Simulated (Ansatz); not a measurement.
**Tungsten, beta-Sn type under LDA: from relaxation to bulk modulus**

What does LDA give for tungsten in the beta-Sn type structure? We relax it, solve it on a dense k-mesh, switch on spin-orbit coupling, then scale the cell to 7 volumes from 88 to 112 % of the relaxed one and try a fit of the equation of state. The k-meshes are 13×13×9 for the relaxation; 22×22×12 for the dense run; 14×14×7 for spin-orbit coupling; 15×15×8 for the volumes.

Program: Ansatz 0.2.0. Level of theory: DFT LDA (PW92), plane waves (420 eV) with PAW, scalar-relativistic; the PAW data stem from PBE, with regenerated cores. These are calculated values, not measurements.

## (1) The starting structure

Symmetry: I4_1/amd, No. 141, tetragonal system. The conventional cell has a = 4.958 Å, b = 4.958 Å, c = 2.707 Å, α = 90.00°, β = 90.00°, γ = 90.00°. W (site symmetry -4m2) is surrounded by 6 W at 2.57 to 2.71 Å.

As a file:

```xyz
2
Lattice="-2.4792 2.4792 1.3536 2.4792 -2.4792 1.3536 2.4792 2.4792 -1.3536" Properties=species:S:1:pos:R:3 pbc="T T T"
W     0.0000    0.0000    0.0000
W     0.0000    2.4792    0.6768
```

## (2) Relaxation of the cell

The input, input.yaml:

```yaml
crystal:
  lattice:
    - [-2.4791836024, 2.4791836024, 1.3536342469]
    - [2.4791836024, -2.4791836024, 1.3536342469]
    - [2.4791836024, 2.4791836024, -1.3536342469]
  atoms:
    - { symbol: W, position: [0.0, 0.0, 0.0] }
    - { symbol: W, position: [0.75, 0.25, 0.5] }
hamiltonian:
  xc: lda
  pseudopotentials:
    kind: paw
    azcp:
      W: "pseudopotentials/W.paw.azcp"
basis:
  ecutwfc: 420
  fft_grid_basis: typed
kpoints:
  mp_grid: { grid: [13, 13, 9], shift: [0, 0, 0] }
magnetization:
  spin_polarized: false
scf:
  occupations: { method: fermi_dirac, width: 0.1 }
relax:
  max_steps: 60
  f_tol: 0.01
  cell: {}
output:
  write_density: true
  write_potential: true
  elf: true
  volumetric_format: npy
```

The program printed:

```text
Warning: <dir> the record states the generating functional pbe (its physics header spells it `PBE`), which answers neither for hamiltonian.xc's functional nor for the lda family's — results may be inconsistent (PPs are generated against a specific XC)
Warning: crystal.symmetry: narrowed to the stabiliser of the k-point mesh — unitary ops 16 → 4; excluded 12 operations that carry a point of the 13×13×9 mesh (shift [0, 0, 0]) off the mesh (the run samples exactly the mesh kpoints.mp_grid names, as under crystal.symmetry.detect: false, and its converged state has the mesh's symmetry, not the crystal's; ε∞, the Born charges and the force constants of a linear response (`dielectric:` by the response, `phonons.method: dfpt`) are averaged over those of the crystal's operations that the state keeps within a tolerance, where `mesh_tensors`, `unaveraged_element` or `gamma_mean_max_change_ev_ang2` stands beside them; a row that `dielectric.field_direction` solves alone is averaged likewise, with nothing beside; a Γ-centred mesh of equal divisions is mapped onto itself by every operation and keeps the whole group, as does a half-shifted one under kpoints.further_shifts: images)
Warning: RAYON_NUM_THREADS=2 ignored (pool sized by the plan → 2); use --threads N
Engine: ansatz 0.2.0, x86_64-unknown-linux-gnu
Pseudopotentials: kind: paw
Pseudopotential: W, paw, valence charge 14, recommended cutoff 420 eV (normal), <dir>
Functional definition: SPW92
  exchange = slater_x
  correlation = pw_c
Crystal: 2 atoms, lattice volume = 33.280 Å³
Basis set: ecut = 420 eV, 673 PW (Γ)
Bands: 18, of which v1, the nominal top of the filled ones, is band 14 counted from 1 (13 counted from 0)
Symmetry: 4 space group operations
k-points: 413 of 1521
Non-local potential: W, projectors of the file, l = 0: 3, l = 1: 2, l = 2: 2, l = 3: 1
PAW form: soft (Blöchl's): semilocal exchange-correlation on the pseudo side does not see the compensation charge
PAW frozen core: W, regenerated for the run's functional, and the local potential with it (the file was generated under x = pbe(κ = 0.804, μ = 0.2195149727645171), c = pbe(β = 0.06672455060314922))
PAW one-centre angular grid: W, 590 points (default); XC on 64 Gauss nodes
Initial density: superposition of atomic densities (neutral atoms: chi_scale 0, normalization atom), corrected by the library's trained network
Initial wavefunctions: pseudopotential atomic-orbital guess
Functional: x = slater, c = lda
SCF iter   1: F=—  HF=-20257.421974 eV  |F-HF|=—  |Δ(HF+E_count)|=         —  Δρ=6.47e-3  dr2=9.99e-3  ethr=1.77e-3  ⟨swp⟩=5.0  Hψ=31602  notcnv=0
preconditioner: auto → Kerker (q_TF=auto, 2.651 Å⁻¹)  [metal: Δε(μ)=0.001 eV  Ē_g=5.239 eV  σ=0.100 eV  W_gap=0.00  n_scr=16 (ndim 8)  ℏωp=22.3 eV  f_vac=0.000  D(μ)=1.70/eV (n_scr^D=16)]
SCF iter   2: F=—  HF=-20257.420964 eV  |F-HF|=—  |Δ(HF+E_count)|=   1.01e-3  Δρ=3.95e-3  dr2=3.96e-3  ethr=3.57e-5  ⟨swp⟩=1.8  Hψ=12084  notcnv=0
SCF iter   3: F=—  HF=-20257.419836 eV  |F-HF|=—  |Δ(HF+E_count)|=   1.13e-3  Δρ=4.43e-4  dr2=3.94e-5  ethr=1.42e-5  ⟨swp⟩=2.0  Hψ=9804  notcnv=0
SCF iter   4: F=—  HF=-20257.419832 eV  |F-HF|=—  |Δ(HF+E_count)|=   3.54e-6  Δρ=9.72e-5  dr2=2.89e-6  ethr=1.41e-7  ⟨swp⟩=2.5  Hψ=13323  notcnv=0
SCF iter   5: F=—  HF=-20257.419832 eV  |F-HF|=—  |Δ(HF+E_count)|=   7.01e-7  Δρ=2.07e-5  dr2=1.03e-7  ethr=1.03e-8  ⟨swp⟩=2.1  Hψ=9868  notcnv=0
SCF iter   6: F=-20257.419831 eV  HF=-20257.419831 eV  |F-HF|=6.80e-10  |Δ(HF+E_count)|=   2.80e-8  Δρ=3.08e-6  dr2=2.03e-9  ethr=3.57e-10  ⟨swp⟩=7.9  Hψ=42257  notcnv=0
SCF 1 converged in 6 iterations: F = -20257.419831 eV  dr2 = 2.03e-9
relax step   1: F+E_penalty+E_count = -20257.41983148 eV  Δ(F+E_penalty+E_count) = +0.000e0 eV  max|allowed force component| = 1.340e-4 eV/Å  Δτ_max = 0.0000 Å  P = +1.430 GPa  Ω = 33.280 Å³  (6 SCF iters, dr2 threshold 1.00e-7 eV, accepted)
Crystal: 2 atoms, lattice volume = 33.506 Å³
Initial density: handed on by an earlier stage of this run
Initial wavefunctions: those handed on with the density
iter 1 solved again at ethr=8.62e-5 eV; its pass at ethr=3.10e-3 eV (dr2=2.41e-2 eV) is discarded
SCF iter   1: F=—  HF=-20257.457357 eV  |F-HF|=—  |Δ(HF+E_count)|=         —  Δρ=8.34e-3  dr2=2.55e-2  ethr=8.62e-5  ⟨swp⟩=1.0  Hψ=43511  notcnv=0
preconditioner: auto → none  [metal: Δε(μ)=0.001 eV  Ē_g=5.224 eV  σ=0.100 eV  W_gap=0.00  n_scr=8 (ndim 8)  ℏωp=22.2 eV  f_vac=0.000  D(μ)=1.83/eV (n_scr^D=16)]
SCF iter   2: F=—  HF=-20257.446855 eV  |F-HF|=—  |Δ(HF+E_count)|=   1.05e-2  Δρ=1.98e-3  dr2=1.06e-3  ethr=8.62e-5  ⟨swp⟩=2.5  Hψ=10457  notcnv=0
SCF iter   3: F=—  HF=-20257.446507 eV  |F-HF|=—  |Δ(HF+E_count)|=   3.49e-4  Δρ=4.42e-4  dr2=1.62e-5  ethr=3.77e-6  ⟨swp⟩=2.4  Hψ=11044  notcnv=0
SCF iter   4: F=—  HF=-20257.446509 eV  |F-HF|=—  |Δ(HF+E_count)|=   2.59e-6  Δρ=3.59e-5  dr2=3.80e-7  ethr=5.80e-8  ⟨swp⟩=2.7  Hψ=13576  notcnv=0
iter 5 did not close the SCF: its close was put off for the readings that it lacked (scf_convergence_deferred on its scf_iter line)
SCF iter   5: F=-20257.446509 eV  HF=-20257.446509 eV  |F-HF|=5.56e-8  |Δ(HF+E_count)|=   9.09e-8  Δρ=1.25e-5  dr2=7.21e-8  ethr=1.36e-9  ⟨swp⟩=2.2  Hψ=11972  notcnv=0
SCF iter   6: F=-20257.446509 eV  HF=-20257.446509 eV  |F-HF|=6.69e-10  |Δ(HF+E_count)|=   1.96e-8  Δρ=2.83e-6  dr2=1.58e-9  ethr=2.57e-10  ⟨swp⟩=5.9  Hψ=44212  notcnv=0
SCF 2 converged in 6 iterations: F = -20257.446509 eV  dr2 = 1.58e-9
relax step   2: F+E_penalty+E_count = -20257.44650916 eV  Δ(F+E_penalty+E_count) = -2.668e-2 eV  max|allowed force component| = 7.293e-3 eV/Å  Δτ_max = 0.0002 Å  P = -0.327 GPa  Ω = 33.506 Å³  energy of the carried Pulay correction = -7.208e-5 eV  (6 SCF iters, dr2 threshold 2.00e-7 eV, accepted)
Crystal: 2 atoms, lattice volume = 33.494 Å³
iter 1 solved again at ethr=6.38e-6 eV; its pass at ethr=3.10e-3 eV (dr2=1.79e-3 eV) is discarded
SCF iter   1: F=—  HF=-20257.451092 eV  |F-HF|=—  |Δ(HF+E_count)|=         —  Δρ=2.22e-3  dr2=1.76e-3  ethr=6.38e-6  ⟨swp⟩=1.2  Hψ=41547  notcnv=0
preconditioner: auto → none  [metal: Δε(μ)=0.004 eV  Ē_g=5.220 eV  σ=0.100 eV  W_gap=0.01  n_scr=8 (ndim 8)  ℏωp=22.2 eV  f_vac=0.000  D(μ)=1.80/eV (n_scr^D=16)]
SCF iter   2: F=—  HF=-20257.450387 eV  |F-HF|=—  |Δ(HF+E_count)|=   7.05e-4  Δρ=5.60e-4  dr2=7.77e-5  ethr=6.27e-6  ⟨swp⟩=2.5  Hψ=10805  notcnv=0
SCF iter   3: F=—  HF=-20257.450360 eV  |F-HF|=—  |Δ(HF+E_count)|=   2.69e-5  Δρ=1.41e-4  dr2=2.98e-6  ethr=2.77e-7  ⟨swp⟩=2.1  Hψ=10217  notcnv=0
SCF iter   4: F=—  HF=-20257.450360 eV  |F-HF|=—  |Δ(HF+E_count)|=   1.01e-7  Δρ=5.01e-5  dr2=8.76e-7  ethr=1.07e-8  ⟨swp⟩=2.1  Hψ=11483  notcnv=0
iter 5 did not close the SCF: its close was put off for the readings that it lacked (scf_convergence_deferred on its scf_iter line)
SCF iter   5: F=-20257.450360 eV  HF=-20257.450360 eV  |F-HF|=8.15e-10  |Δ(HF+E_count)|=   2.07e-7  Δρ=6.94e-6  dr2=4.11e-9  ethr=3.13e-9  ⟨swp⟩=2.0  Hψ=10069  notcnv=0
SCF iter   6: F=-20257.450360 eV  HF=-20257.450360 eV  |F-HF|=8.00e-11  |Δ(HF+E_count)|=   1.19e-9  Δρ=9.37e-7  dr2=1.26e-10  ethr=1.47e-11  ⟨swp⟩=5.0  Hψ=41735  notcnv=0
SCF 3 converged in 6 iterations: F = -20257.450360 eV  dr2 = 1.26e-10
relax step   3: F+E_penalty+E_count = -20257.45035967 eV  Δ(F+E_penalty+E_count) = -3.851e-3 eV  max|allowed force component| = 3.059e-3 eV/Å  Δτ_max = 0.0007 Å  P = -0.383 GPa  Ω = 33.494 Å³  energy of the carried Pulay correction = -6.434e-5 eV  (6 SCF iters, dr2 threshold 2.00e-7 eV, accepted)
[... from here on, the SCF cycles and remarks between the steps are left out ...]
relax step   4: F+E_penalty+E_count = -20257.48247146 eV  Δ(F+E_penalty+E_count) = -3.211e-2 eV  max|allowed force component| = 4.307e-3 eV/Å  Δτ_max = 0.0019 Å  P = +0.354 GPa  Ω = 33.358 Å³  energy of the carried Pulay correction = -2.667e-5 eV  (6 SCF iters, dr2 threshold 2.00e-7 eV, accepted)
relax step   5: F+E_penalty+E_count = -20257.70575372 eV  Δ(F+E_penalty+E_count) = -2.233e-1 eV  max|allowed force component| = 6.523e-3 eV/Å  Δτ_max = 0.0021 Å  P = +0.255 GPa  Ω = 33.146 Å³  energy of the carried Pulay correction = +2.591e-5 eV  (6 SCF iters, dr2 threshold 2.00e-7 eV, accepted)
relax step   6: F+E_penalty+E_count = -20258.13943436 eV  Δ(F+E_penalty+E_count) = -4.337e-1 eV  max|allowed force component| = 6.930e-3 eV/Å  Δτ_max = 0.0015 Å  P = +0.440 GPa  Ω = 32.652 Å³  energy of the carried Pulay correction = +1.404e-4 eV  (6 SCF iters, dr2 threshold 2.00e-7 eV, accepted)
relax step   7: F+E_penalty+E_count = -20258.60208822 eV  Δ(F+E_penalty+E_count) = -4.627e-1 eV  max|allowed force component| = 1.830e-2 eV/Å  Δτ_max = 0.0006 Å  P = +2.128 GPa  Ω = 31.938 Å³  energy of the carried Pulay correction = +3.088e-4 eV  (6 SCF iters, dr2 threshold 2.00e-7 eV, accepted)
relax step   8: F+E_penalty+E_count = -20258.96337978 eV  Δ(F+E_penalty+E_count) = -3.613e-1 eV  max|allowed force component| = 8.997e-3 eV/Å  Δτ_max = 0.0020 Å  P = +3.837 GPa  Ω = 31.270 Å³  energy of the carried Pulay correction = +4.638e-4 eV  (6 SCF iters, dr2 threshold 2.00e-7 eV, accepted)
relax step   9: F+E_penalty+E_count = -20259.07118831 eV  Δ(F+E_penalty+E_count) = -1.078e-1 eV  max|allowed force component| = 8.320e-3 eV/Å  Δτ_max = 0.0018 Å  P = -0.532 GPa  Ω = 31.366 Å³  energy of the carried Pulay correction = +4.282e-4 eV  (6 SCF iters, dr2 threshold 2.00e-7 eV, accepted)
relax step  10: F+E_penalty+E_count = -20259.07196315 eV  Δ(F+E_penalty+E_count) = -7.748e-4 eV  max|allowed force component| = 5.735e-4 eV/Å  Δτ_max = 0.0040 Å  P = -0.130 GPa  Ω = 31.307 Å³  energy of the carried Pulay correction = +4.423e-4 eV  (6 SCF iters, dr2 threshold 2.00e-7 eV, accepted)
relax step  11: F+E_penalty+E_count = -20259.07198347 eV  Δ(F+E_penalty+E_count) = -2.032e-5 eV  max|allowed force component| = 2.589e-4 eV/Å  Δτ_max = 0.0007 Å  P = -0.004 GPa  Ω = 31.294 Å³  energy of the carried Pulay correction = +4.454e-4 eV  (6 SCF iters, dr2 threshold 1.69e-7 eV, accepted)
relax step  12: F+E_penalty+E_count = -20259.11120657 eV  Δ(F+E_penalty+E_count) = -3.922e-2 eV  max|allowed force component| = 3.433e-4 eV/Å  Δτ_max = 0.0000 Å  P = +1.793 GPa  Ω = 31.294 Å³  stress off target by 5.10e0 GPa  SCF on the basis re-selected at this cell (its energy is not comparable with the rows above)  (6 SCF iters)
relax step  13: F+E_penalty+E_count = -20259.11675630 eV  Δ(F+E_penalty+E_count) = -5.550e-3 eV  max|allowed force component| = 7.705e-4 eV/Å  Δτ_max = 0.0002 Å  P = +0.115 GPa  Ω = 31.434 Å³  energy of the carried Pulay correction = -3.217e-5 eV  (6 SCF iters, dr2 threshold 2.00e-7 eV, accepted)
relax step  14: F+E_penalty+E_count = -20259.11696112 eV  Δ(F+E_penalty+E_count) = -2.048e-4 eV  max|allowed force component| = 3.893e-4 eV/Å  Δτ_max = 0.0002 Å  P = +0.021 GPa  Ω = 31.437 Å³  energy of the carried Pulay correction = -3.224e-5 eV  (6 SCF iters, dr2 threshold 2.00e-7 eV, accepted)
relax step  15: F+E_penalty+E_count = -20259.11696216 eV  Δ(F+E_penalty+E_count) = -1.045e-6 eV  max|allowed force component| = 3.826e-5 eV/Å  Δτ_max = 0.0000 Å  P = -0.001 GPa  Ω = 31.439 Å³  energy of the carried Pulay correction = -3.261e-5 eV  (7 SCF iters, accepted)
iter 1 solved again at ethr=2.84e-8 eV; its pass at ethr=3.10e-3 eV (dr2=7.96e-6 eV) is discarded
SCF iter   1: F=—  HF=-20259.116995 eV  |F-HF|=—  |Δ(HF+E_count)|=         —  Δρ=9.46e-5  dr2=7.13e-8  ethr=2.84e-8  ⟨swp⟩=3.6  Hψ=53689  notcnv=0
preconditioner: auto → none  [metal: Δε(μ)=0.018 eV  Ē_g=5.673 eV  σ=0.100 eV  W_gap=0.04  n_scr=4 (ndim 8)  ℏωp=22.9 eV  f_vac=0.000  D(μ)=1.15/eV (n_scr^D=4)]
SCF iter   2: F=—  HF=-20259.116996 eV  |F-HF|=—  |Δ(HF+E_count)|=   6.43e-7  Δρ=4.72e-5  dr2=1.74e-8  ethr=2.55e-10  ⟨swp⟩=1.9  Hψ=9846  notcnv=0
SCF iter   3: F=—  HF=-20259.116996 eV  |F-HF|=—  |Δ(HF+E_count)|=   2.68e-7  Δρ=7.75e-7  dr2=9.29e-11  ethr=6.21e-11  ⟨swp⟩=1.0  Hψ=7434  notcnv=0
iter 4 did not close the SCF: its close was put off for the readings that it lacked (scf_convergence_deferred on its scf_iter line)
SCF iter   4: F=-20259.116996 eV  HF=-20259.116996 eV  |F-HF|=0.00e0  |Δ(HF+E_count)|=  1.09e-11  Δρ=2.03e-7  dr2=2.82e-12  ethr=1.00e-12  ⟨swp⟩=2.3  Hψ=10867  notcnv=0
iter 5 did not close the SCF: its close was put off for the readings that it lacked (scf_convergence_deferred on its scf_iter line)
SCF iter   5: F=-20259.116996 eV  HF=-20259.116996 eV  |F-HF|=1.46e-11  |Δ(HF+E_count)|=  3.64e-12  Δρ=1.72e-8  dr2=3.85e-14  ethr=1.00e-12  ⟨swp⟩=1.0  Hψ=7434  notcnv=0
iter 6 did not close the SCF: its close was put off for the readings that it lacked (scf_convergence_deferred on its scf_iter line)
SCF iter   6: F=-20259.116996 eV  HF=-20259.116996 eV  |F-HF|=1.82e-11  |Δ(HF+E_count)|=  3.64e-12  Δρ=2.84e-9  dr2=1.89e-15  ethr=1.00e-12  ⟨swp⟩=1.0  Hψ=7434  notcnv=0
iter 7 did not close the SCF: its close was put off for the readings that it lacked (scf_convergence_deferred on its scf_iter line)
SCF iter   7: F=-20259.116996 eV  HF=-20259.116996 eV  |F-HF|=7.28e-12  |Δ(HF+E_count)|=  3.64e-12  Δρ=7.44e-10  dr2=9.85e-17  ethr=1.00e-12  ⟨swp⟩=1.0  Hψ=7434  notcnv=0
SCF iter   8: F=-20259.116996 eV  HF=-20259.116996 eV  |F-HF|=7.28e-12  |Δ(HF+E_count)|=  3.64e-12  Δρ=1.17e-10  dr2=4.45e-18  ethr=1.00e-12  ⟨swp⟩=2.4  Hψ=19512  notcnv=0
SCF 16 converged in 8 iterations: F = -20259.116996 eV  dr2 = 4.45e-18
relax step  16: F+E_penalty+E_count = -20259.11699580 eV  Δ(F+E_penalty+E_count) = -3.364e-5 eV  max|allowed force component| = 3.778e-5 eV/Å  Δτ_max = 0.0000 Å  P = -0.001 GPa  Ω = 31.439 Å³  stress off target by 3.30e-3 GPa  SCF on the basis re-selected at this cell (its energy is not comparable with the rows above)  (8 SCF iters)
basis re-selected at this cell: Δ(F+E_penalty+E_count) = -3.364e-5 eV, ΔP = -0.001 GPa vs the last step (what re-selecting the basis moved, of the pressure what is left beyond the Pulay correction that the steps carried, after the strain that the cell walked since its last selection, with what the two solves' SCF thresholds leave and, on support functions, any second-order correction that the steps lacked; it is no measure of the basis error at this ecutwfc). This SCF's stress stands 3.30e-3 GPa from its target on what of the cell is left free (relax.cell.stress_tol is 5.00e-2 GPa) and its largest allowed force component is 3.78e-5 eV/Å (relax.f_tol is 1.00e-2 eV/Å): within both
SCF converged after 8 iterations
Free energy (F): -20259.116996 eV
Harris-Foulkes:  -20259.116996 eV  (|F-HF|=7.28e-12)
Internal energy: -20259.078920 eV  (E = F + TS)
E sigma→0 (E₀):  -20259.097958 eV
Entropy (-TS):   -0.038076 eV (-19.038 meV/atom)
Fermi energy:    22.172941 eV
--- Per-component energies (eV) ---
  E_band       = -165.443428
  E_kinetic    = 903.523839
  E_local      = -1213.182920  (includes V_loc(G=0)·N_el)
  E_nonlocal   = 13.651131
  E_hartree    = 434.984581
  E_xc         = -530.755310
  E_vxc        = -478.742045  (∫ρ·V_xc dr)
  E_paw        = -16619.620626  (= ΣΔE_a)
  E_vpaw       = -260.662480  (= ΣTr[D̂ρ^β])
  E_aug_tail   = -0.000115  (compensation charges beyond the density's cutoff)
  E_ewald      = -3248.245806
  E_core_change = 0.566306  (= ΣΔE_core)
  E_smearing   = -0.038076  (= −TS)
  E_closure    = 0.000000  (closes the sum)
  Σ components = -20259.116996   (vs F -20259.116996, Δ=0.00e0)
--- Forces (eV/Å), atoms counted from 1 ---
  atom   1  W     -0.00003778     0.00003778     0.00000000
  atom   2  W      0.00003778    -0.00003778    -0.00000000
  max |Σ_I F_I| component: 0.00e0 eV/Å
--- Stress (GPa, compression-positive) ---
       -0.001359       0.001942      -0.000958
        0.001942      -0.001359      -0.000958
       -0.000958      -0.000958      -0.001399
  P = ⅓ Tr σ = -0.0014 GPa (-0.014 kbar)
--- Band table (eV; the first three rows and the last of 413) ---
  k-point 0: bands = ["-51.5627", "-51.3961", "-16.5476", "-15.6117", "-15.2356", "-15.0964", "-15.0882", "-15.0115", "12.8678", "16.2486", "19.7122", "20.0680", "21.3866", "22.8444", "23.1224", "23.3679", "23.6474", "25.1253"]
  k-point 1: bands = ["-51.5577", "-51.4012", "-16.5048", "-15.6032", "-15.2559", "-15.0873", "-15.0858", "-15.0618", "13.0203", "16.2514", "19.7154", "20.0302", "21.4648", "22.5794", "23.0033", "23.4245", "23.5160", "25.0008"]
  k-point 2: bands = ["-51.5434", "-51.4159", "-16.3803", "-15.5781", "-15.3039", "-15.2052", "-15.0793", "-15.0717", "13.4592", "16.2217", "19.7520", "19.9494", "21.7005", "22.0205", "22.1403", "23.5228", "23.7533", "24.6100"]
  k-point 412: bands = ["-51.4392", "-51.4356", "-16.4455", "-16.4312", "-15.3517", "-15.3220", "-15.1903", "-15.1861", "16.1670", "16.2497", "18.5989", "18.6083", "22.7221", "22.7349", "24.5753", "24.6198", "26.7873", "26.8753"]
--- Relaxed structure (14 steps of the walk, 14 accepted, 2 SCFs on fresh bases) ---
  F+E_penalty+E_count = -20259.11699580 eV   max|allowed force component| = 3.778e-5 eV/Å   (the final SCF, on the basis selected at the relaxed cell)
  cell:  # Å, volume = 31.4392 Å³
    - [-1.8788168247097814, 1.8789941481937387, 1.3247173369174468]
    - [1.8789941481937387, -1.8788168247097814, 1.3247173369174468]
    - [3.1577030717740073, 3.1577030717740073, -1.3243925686318079]
  atoms:
    - { symbol: W, position: [2.2335788639626594e-5, -2.2335788639626418e-5, 1.7618285181919081e-19] }
    - { symbol: W, position: [0.74997766421136, 0.25002233578863964, 0.4999999999999997] }
```

It took 50 s on 2 threads of an x86-64 CPU, shared host; peak memory 0.64 GiB.

The steps of the relaxation:

```tsv
step	energy change (meV/atom)	largest force (eV/Å)	pressure (GPa)	volume (Å³/atom)
1	0.00	0.0001	1.43	16.640
2	-13.34	0.0073	-0.33	16.753
3	-15.26	0.0031	-0.38	16.747
4	-31.32	0.0043	0.35	16.679
5	-142.96	0.0065	0.26	16.573
6	-359.80	0.0069	0.44	16.326
7	-591.13	0.0183	2.13	15.969
8	-771.77	0.0090	3.84	15.635
9	-825.68	0.0083	-0.53	15.683
10	-826.07	0.0006	-0.13	15.654
11	-826.08	0.0003	0.00	15.647
12	-845.69	0.0003	1.79	15.647
13	-848.46	0.0008	0.12	15.717
14	-848.56	0.0004	0.02	15.719
15	-848.57	0.0000	0.00	15.720
16	-848.58	0.0000	0.00	15.720
```

Steps that repeat a cell are solved on a basis chosen anew, so their changes of energy are no gain of the relaxation.

The cell of the run, before and after:

|  | before | after | change |
| --- | --- | --- | --- |
| a (Å) | 3.758 | 2.969 | -21.0 % |
| b (Å) | 3.758 | 2.969 | -21.0 % |
| c (Å) | 3.758 | 4.658 | +23.9 % |
| α (°) | 97.45 | 97.29 | -0.2 % |
| β (°) | 97.45 | 97.29 | -0.2 % |
| γ (°) | 137.78 | 127.00 | -7.8 % |
| volume (Å³/atom) | 16.640 | 15.720 | -5.5 % |
| shortest distance (Å) | 2.570 | 2.649 | +3.1 % |
| space group (spins left aside) | I4_1/amd | Fddd | changed |

(Part 1 of 2 ends here.)
